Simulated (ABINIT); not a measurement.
The system is Si2W.

```
W Si
1.0
     4.61685    0.00000    0.00000
    -2.30843    3.99831    0.00000
     0.00000    0.00000    6.65322
W Si
3 6
Direct
  0.50000 0.00000 0.50000
  0.50000 0.50000 0.83333
  0.00000 0.50000 0.16667
  0.32725 0.16363 0.16667
  0.83637 0.16363 0.83333
  0.16363 0.32725 0.50000
  0.67275 0.83637 0.16667
  0.16363 0.83637 0.83333
  0.83637 0.67275 0.50000
```

Measurements of this composition are mostly on another form, of space group No. 139.

- Program: ABINIT 10.8.3 (patched build)
- Task: relaxation of cell and atoms
- Functional: PBEsol
- Potentials or basis: JTH PAW PBE v2.0
- Cutoff: 435 eV
- k mesh: 7 × 7 × 4
- Occupations: fermi-dirac, width 0.05 eV
- Spin: no spin polarisation

At the start: pressure -5.3 GPa; volume 13.65 Å³/atom.

Task: Where does the relaxation end?

Result: Over 5 steps the energy falls by 5.5 meV/atom and the volume is 13.32 Å³/atom (-2.4 %); space group P6_222 (No. 180, to 0.05 Å).

The path:
```
step  energy change (eV)  largest force (eV/Å)  pressure (GPa)  volume (Å³)
   1              0.0000                0.0329           -5.35       122.82
   2             -0.0444                0.0156           -1.74       120.82
   3             -0.0494                0.0025            0.05       119.88
   4             -0.0494                0.0013            0.01       119.90
   5             -0.0494                0.0001            0.00       119.90
```

Final structure:
```
W Si
1.0
     4.57820    0.00000    0.00000
    -2.28910    3.96483    0.00000
     0.00000    0.00000    6.60555
W Si
3 6
Direct
  0.50000 0.00000 0.50000
  0.50000 0.50000 0.83333
  0.00000 0.50000 0.16667
  0.32755 0.16377 0.16667
  0.83623 0.16377 0.83333
  0.16377 0.32755 0.50000
  0.67245 0.83623 0.16667
  0.16377 0.83623 0.83333
  0.83623 0.67245 0.50000
```

Caveat: the PAW data sets were made with another functional, which shifts forces and pressure a little.
